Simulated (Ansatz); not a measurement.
## Se: energy change per atom and pressure against volume scale

Plane-wave DFT, scalar-relativistic PAW made under PBE with cores redone for the functional, no dispersion; the given relaxed cell is scaled uniformly, energy at zero smearing counts from the unscaled cell, pressure at the given Fermi-Dirac smearing is positive in compression. The results are calculated, by Ansatz 0.2.0.

The cell before it is scaled or strained (space group P6_3/mmc, No. 194):
```
CELL_PARAMETERS angstrom
3.71640 0.00000 0.00000
-1.85820 3.21850 0.00000
0.00000 0.00000 3.85950
ATOMIC_POSITIONS crystal
Se 0.33333 0.66667 0.25000
Se 0.66667 0.33333 0.75000
```

Settings of every row: spin polarised no; functional RPBE; wave cutoff 420 eV; smearing width 0.1 eV; k mesh 11x11x9.

Atom starting moment: 0 on all atoms.

Limits: the cell comes from a prototype or a list of computed structures and needn't be the stable phase.

```csv
row,volume scale,V (Å³/atom),energy change per atom (meV),pressure (GPa)
1,0.88,20.312,73.76,9.91
2,0.92,21.236,?,?
3,0.96,22.159,6.19,2.52
4,1.04,24.005,7.4,-2.2
5,1.08,24.929,25.61,-3.87
6,1.12,25.852,52.4,-5.19
```

Question: what energy change per atom and pressure should row 2 give?

Worked fit of energy change per atom. Take u = (V_r/V)^(2/3) − 1 with V_r = 24.005 Å³ an atom, which is twice the finite (Eulerian) strain; such expansions in the strain, on which the Birch-Murnaghan equation of state is built, carry the rest volume and the bulk modulus. The shown rows have u = 0.1178, 0.05479, 0, -0.02487, -0.04822. Least squares give energy change per atom = 7.083 − 507.277 × u + 9101.8 × u² meV; a straight line predicts inner rows, each left out in turn, worse (root mean square 30 against 0.71 meV). The rows lie off it by 0.13, -0.42, 0.32, 0.28, -0.31 (root mean square 0.31 meV). The withheld row has u = 0.08514, so the fit gives 7.083 − 507.277 × (0.08514) + 9101.8 × (0.08514)² = 29.87 meV.

The calculation gave 29.38 meV. The fit lies 0.49 meV (1.7 % of the value, 0.73 % of the column's range) above it; its largest miss of a shown row is 0.42 meV.

Worked fit of pressure. Take u = (V_r/V)^(2/3) − 1 with V_r = 24.005 Å³ an atom, which is twice the finite (Eulerian) strain; such expansions in the strain, on which the Birch-Murnaghan equation of state is built, carry the rest volume and the bulk modulus. The shown rows have u = 0.1178, 0.05479, 0, -0.02487, -0.04822. Least squares give pressure = −2.222 + 73.272 × u + 251.61 × u² GPa; a straight line predicts inner rows, each left out in turn, worse (root mean square 0.84 against 0.047 GPa). The rows lie off it by 0.01, -0.03, 0.02, 0.02, -0.02. The pressure vanishes at u = 0.0277, or V = 23.04 Å³ an atom, and there the bulk modulus at fixed shape and fractions is B = −V dP/dV = (2/3)(1 + u) dP/du = 59.7 GPa. Letting shape and atoms relax would as a rule lower it, by much in layered, chain or molecular crystals. The withheld row has u = 0.08514, so the fit gives −2.222 + 73.272 × (0.08514) + 251.61 × (0.08514)² = 5.84 GPa.

The calculation gave 5.81 GPa. The fit lies 0.03 GPa (0.2 % of the column's range) above it; its largest miss of a shown row is 0.03 GPa.
